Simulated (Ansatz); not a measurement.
**Magnesium, diamond: HSE06 at the PBE geometry**

How do the levels change when part of the exchange is made exact, and what does it cost? Spin polarisation is left out. The cell comes from an earlier PBE relaxation. Exact exchange is dear, so the k-mesh is coarse, and PBE is run on the same mesh for comparison.

Program: Ansatz 0.2.0. Level of theory: DFT, plane waves (420 eV) with PBE-made PAW files, scalar-relativistic; functionals as named at each step. These are calculated values, not measurements.

### Step 1. The structure to begin with

Symmetry: Fd-3m, No. 227, cubic system. The conventional cell has a = 6.864 Å, b = 6.864 Å, c = 6.864 Å, α = 90.00°, β = 90.00°, γ = 90.00°. Mg (site symmetry -43m) has 4 Mg at 2.97 Å as nearest neighbours.

As a file:

```
CELL_PARAMETERS angstrom
0.00000 3.43185 3.43185
3.43185 0.00000 3.43185
3.43185 3.43185 0.00000
ATOMIC_POSITIONS crystal
Mg 0.12500 0.12500 0.12500
Mg 0.87500 0.87500 0.87500
```

### Step 2. PBE on the coarse mesh

The run with PBE.

Input file input.yaml:

```yaml
crystal:
  lattice:
    - [0.0, 3.4318472312, 3.4318472312]
    - [3.4318472312, 0.0, 3.4318472312]
    - [3.4318472312, 3.4318472312, 0.0]
  atoms:
    - { symbol: Mg, position: [0.125, 0.125, 0.125] }
    - { symbol: Mg, position: [0.875, 0.875, 0.875] }
hamiltonian:
  xc: pbe
  pseudopotentials:
    kind: paw
    azcp:
      Mg: "pseudopotentials/Mg.paw.azcp"
basis:
  ecutwfc: 420
  fft_grid_basis: typed
kpoints:
  mp_grid: { grid: [4, 4, 4], shift: [0, 0, 0] }
magnetization:
  spin_polarized: false
scf:
  occupations: { method: fermi_dirac, width: 0.1 }
```

Run with:

```bash
$ ansatz run input.yaml --threads 4 --pin off --max-ram 8192MiB --backend cpu --events-out ev --progress --plain --runs-dir out
```

### Step 3. HSE06 on the coarse mesh

The run with HSE06.

input.yaml, as its differences from that of step 2:

```diff
@@ -9,3 +9,3 @@
 hamiltonian:
-  xc: pbe
+  xc: hse06
   pseudopotentials:
@@ -23 +23,6 @@
   occupations: { method: fermi_dirac, width: 0.1 }
+output:
+  write_density: true
+  write_potential: true
+  elf: true
+  volumetric_format: npy
```

(Steps that only read results are left out.)

Q: Predict the outcome of this session. Wanted: PBE: gap; HSE06: gap; HSE06: relative to hcp.

The runs gave:

| quantity | value |
| --- | --- |
| PBE: gap | none (levels filled in part) |
| HSE06: gap | none (levels filled in part) |
| HSE06: SCF cycles, exchange loops | 16, 2 |
| HSE06: CPU time over that of PBE | 12 |
| HSE06: relative to hcp | +823 meV/atom |

What this shows: Neither PBE nor HSE06 shows a clean gap on this mesh. HSE06 cost 12 times the CPU time of PBE. HSE06 needed 2 outer loops of the exchange operator. To compare with dense-mesh energies, the change of PBE from this mesh and smearing to its dense run (-35.2 meV/atom, from a run not shown) is added. Under HSE06 it lies 823 meV/atom above hcp (computed apart in the same way); on such meshes a few tens of meV are uncertain for metals. Absolute energies differ from functional to functional, by eV per atom at times, and say nothing by themselves.
